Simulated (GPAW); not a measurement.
The system is ZnS.

```xyz
2
Lattice="0.0000 2.7020 2.7020 2.7020 0.0000 2.7020 2.7020 2.7020 0.0000" Properties=species:S:1:pos:R:3 pbc="T T T"
Zn    4.0530    4.0530    4.0530
S     0.0000    0.0000    0.0000
```

- Program: GPAW 26.7.0
- Task: relaxation of cell and atoms
- Functional: RPBE
- Potentials or basis: the program's PAW data sets (release 1.2.1) made for this functional
- Cutoff: 600 eV
- Basis: pw
- k mesh: 9 × 9 × 9
- Occupations: fermi-dirac, width 0.05 eV
- Spin: no spin polarisation

At the start: pressure 4.5 GPa; volume 19.73 Å³/atom.

Question: How do energy, volume and symmetry change on relaxing?

Answer: Over 3 steps the energy falls by 17.2 meV/atom and the volume is 20.92 Å³/atom (+6.1 %); space group F-43m (No. 216, to 0.05 Å).

The path:
```csv
step,energy change (eV),largest force (eV/Å),pressure (GPa),volume (Å³)
1,0.0000,0.0000,4.49,39.45
2,-0.0119,0.0000,3.54,39.92
3,-0.0345,0.0000,0.23,41.85
```

Final structure:
```
Zn S
1.0
     0.00000    2.75563    2.75563
     2.75563    0.00000    2.75563
     2.75563    2.75563    0.00000
Zn S
1 1
Direct
  0.75000 0.75000 0.75000
  0.00000 0.00000 0.00000
```

Caveat: later steps reuse the first step's grids.
